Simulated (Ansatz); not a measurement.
## Two Ansatz runs on K

Structure from Materials Project entry mp-10157 (possibly hypothetical), not relaxed further.

First run: DFT, r2SCAN, PAW with Ansatz's default frozen-core files, scalar-relativistic (Ansatz 0.2.0).

Command: `ansatz run input.yaml --threads 1 --pin off --max-ram 2048MiB --backend cpu --events-out ev --progress --plain --runs-dir out` The run took 12 s on 1 thread of Intel(R) Xeon(R) Platinum 8488C (Sapphire Rapids), with other jobs on the host.

```yaml
crystal:
  lattice:
    - [0.0, 3.391872818, 3.391872818]
    - [3.391872818, 0.0, 3.391872818]
    - [3.391872818, 3.391872818, 0.0]
  atoms:
    - { symbol: K, position: [0.0, 0.0, 0.0] }
kpoints:
  mp_grid: { grid: [11, 11, 11] }
  band_path:
    path:
      - [0.0, 0.0, 0.0]
      - [0.5, 0.0, 0.5]
      - [0.625, 0.25, 0.625]
      - [0.375, 0.375, 0.75]
      - [0.0, 0.0, 0.0]
      - [0.5, 0.5, 0.5]
      - [0.5, 0.25, 0.75]
      - [0.5, 0.0, 0.5]
    npoints: 14
scf:
  occupations: { method: fermi_dirac, width: 0.05 }
hamiltonian:
  xc: r2scan
  pseudopotentials: { kind: paw }
output:
  forces: true
  stress: true
  eigenvalues: true
  efg: { contact_densities: true }
  populations: true
  bader: true
  dos: { projected: true, de: 0.2, e_range: [-14, 8] }
  write_density: true
  write_potential: true
  elf: true
  volumetric_format: npy
```

Result: converged; pressure -0.05 GPa; 6 SCF iterations.

The input is then changed:

```diff
@@ -30,9 +30,3 @@
   efg: { contact_densities: true }
   populations: true
-  bader: true
-  dos: { projected: true, de: 0.2, e_range: [-14, 8] }
-  write_density: true
-  write_potential: true
-  elf: true
-  volumetric_format: npy
```

Predict the outcome of the changed run.

It converged; pressure -0.05 GPa; 6 SCF iterations.

The results part of its log:

```
SCF 1 converged in 6 iterations: F = -1542.480191 eV  dr2 = 1.62e-8
  greatest PAW one-centre occupation: 0.990 electrons in one spin orbital (limit 2), on the K atom at site 0 (counted from 0), in its partial waves of l = 0
NSCF: frozen V_eff on 99 k-points
SCF converged after 6 iterations
Free energy (F): -1542.480191 eV
Harris-Foulkes:  -1542.480191 eV  (|F-HF|=2.73e-8)
Internal energy: -1542.473431 eV  (E = F + TS)
E sigma→0 (E₀):  -1542.476811 eV
Entropy (-TS):   -0.006761 eV (-6.761 meV/atom)
Fermi energy:    1.594099 eV
--- Per-component energies (eV) ---
  E_band       = -151.770073
  E_kinetic    = 252.118652
  E_local      = -767.148589  (includes V_loc(G=0)·N_el)
  E_nonlocal   = 12.750312
  E_hartree    = 274.227152
  E_xc         = -132.184021
  E_vxc        = -183.974271  (∫ρ·V_xc dr)
  E_paw        = -787.888923  (= ΣΔE_a)
  E_vpaw       = -25.161087  (= ΣTr[D̂ρ^β])
  E_aug_tail   = -0.000002  (compensation charges beyond the density's cutoff)
  E_vtau       = 11.191895  (kinetic-family band-sum trace: ∫τ·v_τ [+ j·A + Jᵃ·Aᵃ] dr)
  E_ewald      = -394.151826
  E_core_change = -0.196185  (= ΣΔE_core)
  E_smearing   = -0.006761  (= −TS)
  E_closure    = -0.000000  (closes the sum)
  Σ components = -1542.480191   (vs F -1542.480191, Δ=0.00e0)
--- Forces (eV/Å), atoms counted from 1 ---
  atom   1  K      0.00000000    -0.00000000    -0.00000000
  max |Σ_I F_I| component: 1.85e-32 eV/Å
--- Stress (GPa, compression-positive) ---
       -0.052741      -0.000000      -0.000000
       -0.000000      -0.052741       0.000000
       -0.000000       0.000000      -0.052741
  P = ⅓ Tr σ = -0.0527 GPa (-0.527 kbar)
--- PAW observables at the nuclei: V_zz in 10²¹ V/m², potentials from the cell's mean, atoms counted from 1 ---
  atom   1  K  V_zz =    +0.000000   η = 0.0000   by run symmetry: forbidden
            electrostatic potential = -2057.537306 V   contact ρ = 34726.248099 e/Å³
--- Band table (eV; the first three rows and the last of 56) ---
  k-point 0: bands = ["-32.0389", "-14.7148", "-14.7148", "-14.7148", "-0.6472", "6.1756", "6.1756", "6.1756", "7.4631"]
  k-point 1: bands = ["-32.0387", "-14.7194", "-14.7154", "-14.7154", "-0.5481", "5.8654", "6.2116", "6.2116", "7.3700"]
  k-point 2: bands = ["-32.0380", "-14.7316", "-14.7171", "-14.7171", "-0.2553", "5.1627", "6.2599", "6.2599", "7.2502"]
  k-point 55: bands = ["-32.0350", "-14.7537", "-14.7506", "-14.7348", "2.9312", "3.3150", "3.4836", "5.0911", "7.6238"]
--- Löwdin populations: 1 site ---
  site symbol       q [e]
     0      K      8.9538
  spilling = 0.005137 (of n_electrons = 9.000000)
```
